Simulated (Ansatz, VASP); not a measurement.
## Two plane-wave programs on Ag

```
CELL_PARAMETERS angstrom
-1.72188 1.72188 1.65565
1.72188 -1.72188 1.65565
1.72188 1.72188 -1.65565
ATOMIC_POSITIONS crystal
Ag 0.00000 0.00000 0.00000
```

This isn't the form of Ag at room conditions, which is fcc.

Alike in both runs: task single point; functional PBEsol; k mesh 9 × 9 × 9; occupations fermi-dirac, width 0.05 eV; no spin polarisation.

|  | VASP | Ansatz |
| --- | --- | --- |
| version | VASP 6.6.1 | Ansatz 0.2.0 |
| potentials or method | VASP PAW PBE potentials, release 64 (Ag) | Ansatz PAW |
| plane-wave cutoff (eV) | 520 | 420 |
| valence electrons in the cell | 11 | 19 |

Ansatz gave:

| Property | Result |
| --- | --- |
| gap on the k mesh at the Fermi level (eV) | none |
| pressure (GPa) | -11.7 |
| largest component of the traceless stress (GPa) | 1.04 |

Problem. Estimate VASP's values.

Solution. gap on the k mesh at the Fermi level (eV): none; pressure (GPa): -11.8; largest component of the traceless stress (GPa): 1.04.

A gap of «none» marks a metal or a gap that the smearing closes. The two sets of potentials don't hold the same shells in valence.

Caveats: the PAW data sets were made with another functional, which shifts forces and pressure a little (VASP); the PAW data sets come from PBE, with cores solved anew for the run's functional, which leaves a small shift of forces and pressure (Ansatz).
